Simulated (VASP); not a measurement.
# CdS: restarted molecular dynamics, 2 variants

CdS, F-43m (no. 216), 8 atoms in the cell. PBE, molecular dynamics; PAW potentials Cd, S (PBE set).

| Restart from | Temperature at the end (K) | The same without a restart (K) | Potential energy at the end (eV/atom) | The same without a restart (eV/atom) | Electronic steps in the first step after the restart | Time (s) |
|---|---|---|---|---|---|---|
| CONTCAR with velocities, WAVECAR read | 937.0 | 937.0 | -2.95756 | -2.95756 | 4 | 154 |
| CONTCAR with velocities, no WAVECAR | 937.0 | 937.0 | -2.95756 | -2.95756 | 13 | 182 |

Limits: 120 fs of 8 atoms are too short for converged averages.

## Input of the first row

INCAR.step1:
```
GGA = PE ; PREC = Normal
ENCUT = 280 ; EDIFF = 1E-6
NELMIN = 4 ; NELM = 60
ALGO = Normal ; LREAL = Auto
LASPH = True ; ISMEAR = 0
SIGMA = 0.05 ; ISYM = 0
LWAVE = True ; LCHARG = False
IBRION = 0 ; NSW = 30
POTIM = 2.0 ; TEBEG = 1000
ISIF = 2 ; RANDOM_SEED = 92641 0 0
MDALGO = 2 ; SMASS = 0
KPAR = 2
```

INCAR.step2, as INCAR.step1 but for:
```
- LWAVE = True
+ LWAVE = False
```

KPOINTS:
```
k-points
0
Monkhorst-Pack
  2 2 2
```

POSCAR.step1:
```
CdS
1.0
    5.8330000000      0.0000000000      0.0000000000
    0.0000000000      5.8330000000      0.0000000000
    0.0000000000      0.0000000000      5.8330000000
Cd S
4 4
Direct
    0.0000000000      0.0000000000      0.0000000000
    0.0000000000      0.5000000000      0.5000000000
    0.5000000000      0.0000000000      0.5000000000
    0.5000000000      0.5000000000      0.0000000000
    0.2500000000      0.2500000000      0.2500000000
    0.2500000000      0.7500000000      0.7500000000
    0.7500000000      0.2500000000      0.7500000000
    0.7500000000      0.7500000000      0.2500000000
```

Commands (each step's output is kept before the next begins):
```
cat potpaw_PBE.64/Cd/POTCAR potpaw_PBE.64/S/POTCAR > POTCAR
cp INCAR.step1 INCAR
cp POSCAR.step1 POSCAR
mpirun -np 2 vasp_std > vasp.out
cp CONTCAR POSCAR
cp INCAR.step2 INCAR
mpirun -np 2 vasp_std > vasp.out
```

Changes of the last row against the first:
```
(step 1)
- LWAVE = True
+ LWAVE = False
```

VASP 6.6.1 took 154 s on 2 cores (Intel Xeon Platinum 8259CL @ 2.50GHz (Skylake/Cascade Lake)), a shared host.
